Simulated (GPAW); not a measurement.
A calculation with GPAW 26.7.0 of WS2 (Tungstenite) (ASE script, Cartesian positions):

File run.py:

```python
from ase.dft.bandgap import bandgap
from ase.io import read, write
from ase.units import GPa
from gpaw import GPAW, PW

atoms = read('WS2.xyz')

calc = GPAW(mode=PW(500),
            xc='PBE',
            kpts={'size': (8, 8, 2), 'gamma': True},
            occupations={'name': 'fermi-dirac', 'width': 0.05},
            nbands=46,
            maxiter=120,
            txt='gpaw.txt')
atoms.calc = calc
energy = atoms.get_potential_energy()
forces = atoms.get_forces()
stress = atoms.get_stress()
calc.write('gs.gpw')
write('result.traj', atoms)
print(f'Energy: {energy:.6f} eV')
print('Forces (eV/A):')
print(forces.round(4))
print('Stress (GPa):', (stress / GPa).round(3))
print('Fermi level:', round(calc.get_fermi_level(), 4), 'eV')
print(f'Gap: {bandgap(calc)[0]:.4f} eV, direct: {bandgap(calc, direct=True)[0]:.4f} eV')
```

Contents of WS2.xyz:

```xyz
6
Lattice="3.1800000000 0.0000000000 0.0000000000 -1.5900000000 2.7539607840 0.0000000000 0.0000000000 0.0000000000 12.5000000000" Properties=species:S:1:pos:R:3 pbc="T T T"
W      1.5900000002      0.9179869279      9.3750000000
W     -0.0000000002      1.8359738561      3.1250000000
S      1.5900000002      0.9179869279      4.6875000000
S     -0.0000000002      1.8359738561     10.9375000000
S      1.5900000002      0.9179869279      1.5625000000
S     -0.0000000002      1.8359738561      7.8125000000
```

Potentials or basis: GPAW PAW data sets (gpaw-data 1.2.1), pw.

The run is started by

```console
$ OMP_NUM_THREADS=1 python run.py
```

Q: Write the same calculation in another form: ASE script, structure from a POSCAR.

A: As run:

File run.py:

```python
from ase.dft.bandgap import bandgap
from ase.io import read, write
from ase.units import GPa
from gpaw import GPAW, PW

atoms = read('POSCAR')

calc = GPAW(mode=PW(500),
            xc='PBE',
            kpts={'size': (8, 8, 2), 'gamma': True},
            occupations={'name': 'fermi-dirac', 'width': 0.05},
            nbands=46,
            maxiter=120,
            txt='gpaw.txt')
atoms.calc = calc
energy = atoms.get_potential_energy()
forces = atoms.get_forces()
stress = atoms.get_stress()
calc.write('gs.gpw')
write('result.traj', atoms)
print(f'Energy: {energy:.6f} eV')
print('Forces (eV/A):')
print(forces.round(4))
print('Stress (GPa):', (stress / GPa).round(3))
print('Fermi level:', round(calc.get_fermi_level(), 4), 'eV')
print(f'Gap: {bandgap(calc)[0]:.4f} eV, direct: {bandgap(calc, direct=True)[0]:.4f} eV')
```

File POSCAR:

```
WS2
1.0
    3.1800000000      0.0000000000      0.0000000000
   -1.5900000000      2.7539607840      0.0000000000
    0.0000000000      0.0000000000     12.5000000000
W S
2 4
Direct
    0.6666666667      0.3333333333      0.7500000000
    0.3333333333      0.6666666667      0.2500000000
    0.6666666667      0.3333333333      0.3750000000
    0.3333333333      0.6666666667      0.8750000000
    0.6666666667      0.3333333333      0.1250000000
    0.3333333333      0.6666666667      0.6250000000
```

Potentials or basis: GPAW PAW data sets (gpaw-data 1.2.1), pw.

The run is started by

```bash
$ OMP_NUM_THREADS=1 python run.py
```

Both were run:

|  | ASE script, Cartesian positions | ASE script, structure from a POSCAR |
| --- | --- | --- |
| Pressure | 2.2 GPa | 2.2 GPa |
| Largest force | 0.147 eV/Å | 0.147 eV/Å |
| Band gap on the k mesh | 1.19 eV, indirect (least direct gap 2.18 eV) | 1.19 eV, indirect (least direct gap 2.18 eV) |

Keys that steer only the numerical path or the files written may differ.

Caveat: the cutoff is short for stress and forces, so pressures can be off by a GPa or more; spin-orbit coupling is left out, which moves the levels of the heavy elements; this functional lacks dispersion, which binds the layers, so the pressure and a relaxed spacing across them are unreliable.
